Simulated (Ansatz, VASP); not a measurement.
# V (free-standing triangular V monolayer, spacing 2.841 A) in two plane-wave programs, part 2 of 2

Wanted: the spread between two codes on one cell, functional and k mesh.

VASP 6.6.1 and Ansatz 0.2.0.

So far: Set-up; VASP: single point, PBE; Ansatz: single point, PBE.

## Step 4: Differences

Known differences besides the potentials themselves: the cutoff is 420 eV in Ansatz and 350 eV in VASP (PREC = Normal); site moments are counted in spheres of each program's own size. Total energies have different zeros and are not compared.

Both answers:

```csv
quantity,Ansatz,VASP,difference
moment on V1 (μB),2.42,2.42,0.00
moment on V2 (μB),-2.42,-2.42,0.00
```

## Step 5: Ansatz: single point, PBE, DFT+U

A single point gives forces, pressure and levels at one fixed geometry, so differences don't come from the geometry; what else differs is listed under the comparison.

Input file input.yaml:

```yaml
crystal:
  lattice:
    - [5.682, 0.0, 0.0]
    - [-1.4205, 2.460378, 0.0]
    - [0.0, 0.0, 14.0]
  atoms:
    - { symbol: V, position: [0.0, 0.0, 0.5], spin: 2.0 }
    - { symbol: V, position: [0.5, 0.0, 0.5], spin: -2.0 }
hamiltonian:
  xc: pbe
  pseudopotentials: { kind: paw }
  hubbard: { sites: [{ species: V, l: d, u_eff: 6.0 }] }
magnetization:
  spin_polarized: true
kpoints:
  mp_grid: { grid: [9, 9, 1] }
scf:
  occupations: { method: gaussian, width: 0.05 }
  n_extra_bands: 8
output:
  forces: true
  eigenvalues: true
  write_density: true
  write_potential: true
  elf: true
  volumetric_format: npy
```

Run with:

```sh
$ ansatz run input.yaml --threads 2 --pin off --max-ram 4608MiB --backend cpu --events-out ev --progress --plain --runs-dir out
```

Numbers of over 12 decimals in the logs are rounded to 6 here.

The log of the run:

```text
V: projections on atomic orbitals take those of the free atom [Ne] 3s2 3p6 3d3 4s2, of charge +0.00 (hamiltonian.pseudopotentials.projection_atoms); the dataset's partial waves leave at most 5.8e-7 of an orbital's norm unspanned inside its sphere
[...]
Crystal: 2 atoms, lattice volume = 195.718 Å³
[...]
k-point 0 ↑: bands = [... 9 lower, -3.7079, -3.5808, -2.2789, -1.7171, -0.5739, 1.4425, 1.9336, 2.7859, ... 4 higher]
  k-point 1 ↑: bands = [... 9 lower, -3.5645, -3.5181, -2.6947, -2.1174, 0.0569, 1.3079, 2.1328, 3.0489, ... 4 higher]
  k-point 2 ↑: bands = [... 9 lower, -3.4759, -3.2811, -3.0152, -2.6639, 1.1269, 1.2821, 2.6325, 3.7636, ... 4 higher]
  k-point 24 ↓: bands = [... 9 lower, -3.7794, -3.0575, -2.4981, -0.2511, 2.6557, 3.1245, 3.2384, 3.7524, ... 4 higher]
Occupation matrices written to <dir>
[key lines of the parts left out:]
SCF converged after 2 iterations
Magnetization: 0.0000 μB (13.0000 up, 13.0000 down)
Free energy (F): -5816.015788 eV
Fermi energy:    -0.356161 eV
```

The job ended after 45 s (2 threads of Arm Neoverse V1, shared host; peak memory 0.78 GiB; 89 s of CPU time).

## Step 6: VASP: single point, PBE, DFT+U

The same cell, functional, mesh and smearing now go to VASP, with its own data sets and cutoff.

Input file INCAR:

```
SYSTEM = V
PREC = Normal
ENCUT = 350
EDIFF = 1E-06
NELM = 150
ISMEAR = 0
SIGMA = 0.05
LREAL = .FALSE.
ALGO = Normal
GGA = PE
NBANDS = 20
ISPIN = 2
MAGMOM = 2 -2
LDAU = .TRUE.
LDAUTYPE = 2
LDAUL = 2
LDAUU = 6
LDAUJ = 0
LDAUPRINT = 1
LASPH = .TRUE.
LMAXMIX = 4
LORBIT = 11
LWAVE = .FALSE.
LCHARG = .FALSE.
KPAR = 2
AMIX = 0.2
BMIX = 1E-04
AMIX_MAG = 0.8
BMIX_MAG = 1E-04
NEDOS = 1200
```

Input file POSCAR:

```
V
1.0
    5.6820000000      0.0000000000      0.0000000000
   -1.4205000000      2.4603780000      0.0000000000
    0.0000000000      0.0000000000     14.0000000000
V
2
Direct
    0.0000000000      0.0000000000      0.5000000000
    0.5000000000      0.0000000000      0.5000000000
```

Input file KPOINTS:

```
Automatic mesh
0
Gamma
9 9 1
0 0 0
```

The projector-augmented-wave data sets are V_sv (PBE family, release 64).

Run with:

```sh
$ mpirun -np 2 vasp_std
```

The log of the run:

```text
[... set-up lines as in an earlier step ...]
 entering main loop
       N       E                     dE             d eps       ncg     rms          rms(c)
DAV:   1     0.178869038602E+03    0.17887E+03   -0.13954E+04  2888   0.770E+02
DAV:   2     0.131180264296E+01   -0.17756E+03   -0.17484E+03  2196   0.304E+02
DAV:   3    -0.365108013088E+01   -0.49629E+01   -0.47423E+01  2572   0.526E+01
DAV:   4    -0.375864148778E+01   -0.10756E+00   -0.10706E+00  2468   0.656E+00
[...]
DAV:  23    -0.684638633343E+01   -0.29386E-05   -0.66695E-06  1916   0.151E-02    0.336E-03
DAV:  24    -0.684638750464E+01   -0.11712E-05   -0.72843E-06  1728   0.100E-02    0.250E-03
DAV:  25    -0.684638795068E+01   -0.44604E-06   -0.67488E-06  1800   0.853E-03
   1 F= -.68463880E+01 E0= -.68450681E+01  d E =-.263960E-02  mag=     0.0000
```

Parts of OUTCAR (step 6):

```text
  Total        2.3596000      3.0088061     -0.2368046     -0.5622293      0.0000000      0.0000000
  in kB       19.3160296     24.6305257     -1.9385167     -4.6024913      0.0000000      0.0000000
  external PRESSURE =      14.0026795 kB  Pullay stress =       0.0000000 kB

 POSITION                                       TOTAL-FORCE (eV/Angst)
 -----------------------------------------------------------------------------------
      0.00000      0.00000      7.00000         0.000000      0.000000      0.000000
      2.84100      0.00000      7.00000        -0.000000      0.000000      0.000000
 -----------------------------------------------------------------------------------
    total drift:                                0.000000      0.000000      0.000000

  FREE ENERGIE OF THE ION-ELECTRON SYSTEM (eV)
  ---------------------------------------------------
  free  energy   TOTEN  =        -6.8463879507 eV

  energy  without entropy=       -6.8437483459  energy(sigma->0) =       -6.84506815

 magnetization (x)
# of ion       s       p       d       tot
------------------------------------------
    1        0.076   0.014   3.048   3.138
    2       -0.076  -0.014  -3.048  -3.138
--------------------------------------------------
tot          0.000   0.000   0.000   0.000

[... 2 parts as in an earlier step ...]

[... 1 further part left out ...]
[key lines of the parts left out:]
E-fermi :  -1.2058
```

A U on the itinerant d states of such a compound is hard to justify; it moves the bands at the Fermi level and favours large moments.

## Step 7: Comparison

What differs besides the data sets and the points named for the pairs above, as far as they apply: U acts on the PAW sphere in VASP and on atomic orbitals in Ansatz, so only states and trends compare. Total energies have different zeros and are not compared.

Compared:

```csv
quantity,Ansatz,VASP,difference
moment on V1 (μB),3.18,3.14,+0.04
moment on V2 (μB),-3.18,-3.14,-0.04
```

## Step 8: Results

| Property | Result |
| --- | --- |
| difference in moment on V1 (single point, PBE) | 0.0040 μB |
| difference in moment on V1 (single point, PBE, DFT+U) | 0.039 μB |

In words: The difference in moment on V1 is 0.0040 μB (single point, PBE). How closely two codes agree says nothing of how well the functional describes the real material.

[Lines on the potential files, build, host, timing and source positions are cut from VASP's logs without a mark.]

[Logs are printed without paths, hosts, clocks, repeated set-up lines and the standing remarks that a program may print on its own settings, such as how far it seeks lower states.]

[Hosts, paths, dates, database ids (printed as entryN), source tags and the programs' standing remarks are cut or masked in the printed files.]
